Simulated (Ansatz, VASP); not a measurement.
## Ta2N in VASP and in Ansatz

INCAR

```
SYSTEM = Ta2N
PREC     = Accurate       ! precision mode
ENCUT    = 520            ! plane-wave cutoff, eV
EDIFF    = 1E-7           ! SCF threshold, eV
ISMEAR   = -1             ! smearing method
SIGMA    = 0.05           ! smearing width, eV
LREAL    = .False.        ! projectors in reciprocal space
LASPH    = .True.         ! aspherical terms in the spheres
NELM     = 80             ! most SCF steps
ALGO     = Normal         ! electronic algorithm
ISIF     = 2              ! what is computed and relaxed
LWAVE    = .False.        ! write WAVECAR
LCHARG   = .False.        ! write CHGCAR
GGA      = PS             ! functional
NBANDS   = 20             ! bands
```

File KPOINTS:

```
regular mesh
0
Gamma
  10 10 6
  0 0 0
```

File POSCAR:

```
Ta2N
1.0
    3.0919691885      0.0000000000      0.0000000000
   -1.5459845943      2.6777238649      0.0000000000
    0.0000000000      0.0000000000      4.8371565186
Ta N
2 1
Direct
    0.3333333333      0.6666666667      0.2547110000
    0.6666666667      0.3333333333      0.7452890000
    0.0000000000      0.0000000000      0.0000000000
```

The input input.yaml:

```yaml
crystal:
  lattice:
    - [3.0919691885, 0.0, 0.0]
    - [-1.5459845943, 2.6777238649, 0.0]
    - [0.0, 0.0, 4.8371565186]
  atoms:
    - { symbol: Ta, position: [0.3333333333, 0.6666666667, 0.254711] }
    - { symbol: Ta, position: [0.6666666667, 0.3333333333, 0.745289] }
    - { symbol: "N", position: [0.0, 0.0, 0.0] }
hamiltonian:
  xc: pbesol
  pseudopotentials: { kind: paw }
kpoints:
  mp_grid: { grid: [10, 10, 6] }
scf:
  occupations: { method: fermi_dirac, width: 0.05 }
output:
  forces: true
  stress: true
  eigenvalues: true
```

Change from the starting cell: volume scaled by 0.98.

Alike in both runs: task single point; functional PBEsol; k mesh 10 × 10 × 6; occupations fermi-dirac, width 0.05 eV; no spin polarisation.

|  | VASP | Ansatz |
| --- | --- | --- |
| version | VASP 6.6.1 | Ansatz 0.2.0 |
| potentials or method | VASP PAW PBE potentials, release 64 (Ta_pv, N) | Ansatz PAW |
| plane-wave cutoff (eV) | 520 | 420 |
| valence electrons in the cell | 27 | 31 |

Ansatz gave:

- gap on the k mesh at the Fermi level (eV): none
- pressure (GPa): -3.6
- largest component of the traceless stress (GPa): 0.60
- rms of the force components (eV/Å): 0.087

Problem. Estimate VASP's values.

Solution. gap on the k mesh at the Fermi level (eV): none; pressure (GPa): -3.0; largest component of the traceless stress (GPa): 0.53; rms of the force components (eV/Å): 0.063.

Atom by atom the forces differ by 0.024 eV/Å (rms over components). A gap of «none» marks a metal or a gap that the smearing closes. The functional is the same, so the differences come from potentials, cutoffs and numerics. The two sets of potentials don't hold the same shells in valence.

Caveats: the PAW data sets were made with another functional, which shifts forces and pressure a little (VASP); the PAW data sets come from PBE, with cores solved anew for the run's functional, which leaves a small shift of forces and pressure (Ansatz). The runs have no spin-orbit coupling, so splittings on Ta are missing.
